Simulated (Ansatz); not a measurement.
HfB: strain energy, fitted

HfB, Fm-3m, a = 4.788 Å. The structure is a COD entry; whether it is the stable form wasn't checked. Ansatz: PBEsol, PAW, 420 eV, Γ-centred 16×16×12 mesh on 4 atoms, Gaussian smearing 0.10 eV; no spin polarisation. Series: biaxial strain in the a-b plane, c and atoms relaxed; x is the strain in per cent. The axes a, b, c are those of the computed cell (3.386, 3.386, 4.788 Å), along [1 1 0], [-1 1 0], [0 0 1] of the cell named above. y is the free energy over the unstrained cell, V0 = 13.720 Å³/atom.

| x (%) | y (meV/atom) |
| --- | --- |
| -4.5 | ? |
| -3.0 | 39.47 |
| -1.5 | 9.40 |
| 0.0 | 0.00 |
| 1.5 | 8.57 |
| 3.0 | 32.60 |
| 4.5 | 69.85 |

Task: Fit y = c2 x² + c3 x³ to the other rows, turn c2 into a modulus, and predict the missing energy.

Result: Least squares on the rows shown. y = 4.0081 x² − 0.12462 x³. In eV per unit strain² c2 is 40.08; M is the biaxial modulus (E = M V0 ε²): 40.08 × 160.2 / (13.720) = 468 GPa. At x = -4.5 the fit asked for gives 92.52 meV/atom. The run gave 93.00 meV/atom, so the fit is 0.48 meV/atom too low, 0.52 % of the span of the series, against an rms of 0.06 meV/atom on the fitted rows. The row lies outside the fitted range. With a term in x⁴ added, a fit to the same known rows predicts 93.02 meV/atom, so most of the miss is curvature that the known rows already hold.

Spin–orbit coupling is left out, which can shift energies with elements as heavy as these.